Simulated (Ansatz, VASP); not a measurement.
**Al2Pt in VASP and in Ansatz**

INCAR

```
PREC     = Accurate       # precision mode
ENCUT    = 520            # plane-wave cutoff, eV
EDIFF    = 1E-6           # SCF threshold, eV
ISMEAR   = 0              # smearing method
SIGMA    = 0.1            # smearing width, eV
LREAL    = F              # projectors in reciprocal space
LASPH    = T              # aspherical terms in the spheres
NELM     = 60             # most SCF steps
ALGO     = Normal         # electronic algorithm
ISIF     = 2              # what is computed and relaxed
LWAVE    = F              # write WAVECAR
LCHARG   = F              # write CHGCAR
GGA      = PS             # functional
NBANDS   = 15             # bands
```

The input KPOINTS:

```
Automatic mesh
0
Gamma
  12 12 12
```

File POSCAR:

```
Al2Pt
1.0
    0.0000000000      2.9774498602      2.9774498602
    2.9774498602      0.0000000000      2.9774498602
    2.9774498602      2.9774498602      0.0000000000
Al Pt
2 1
Direct
    0.2500000000      0.2500000000      0.2500000000
    0.7500000000      0.7500000000      0.7500000000
    0.0000000000      0.0000000000      0.0000000000
```

Input for Ansatz:

```yaml
crystal:
  lattice:
    - [0.0, 2.9774498602, 2.9774498602]
    - [2.9774498602, 0.0, 2.9774498602]
    - [2.9774498602, 2.9774498602, 0.0]
  atoms:
    - { symbol: Al, position: [0.25, 0.25, 0.25] }
    - { symbol: Al, position: [0.75, 0.75, 0.75] }
    - { symbol: Pt, position: [0.0, 0.0, 0.0] }
basis:
  ecutwfc: 420
kpoints:
  mp_grid: { grid: [12, 12, 12] }
hamiltonian:
  xc: pbesol
scf:
  occupations: { method: gaussian, width: 0.1 }
output:
  forces: true
  stress: true
  eigenvalues: true
```

Alike in both runs: task single point; functional PBEsol; k mesh 12 × 12 × 12; occupations gaussian, width 0.1 eV; no spin polarisation.

```csv
,VASP,Ansatz
version,VASP 6.6.1,Ansatz 0.2.0
potentials or method,"VASP PAW PBE potentials, release 64 (Al, Pt)","scalar-relativistic, plane waves, PAW"
plane-wave cutoff (eV),520,420
valence electrons in the cell,16,24
```

|  | VASP | Ansatz | Ansatz less VASP |
| --- | --- | --- | --- |
| gap on the k mesh at the Fermi level (eV) | none | none | - |
| pressure (GPa) | -3.9 | -3.9 | +0.05 |

A gap of «none» marks a metal or a gap that the smearing closes. The functional is the same, so the differences come from potentials, cutoffs and numerics. The two sets of potentials don't hold the same shells in valence.

Caveats: the PAW data sets were made with another functional, which shifts forces and pressure a little (VASP). The runs have no spin-orbit coupling, so splittings on Pt are missing.
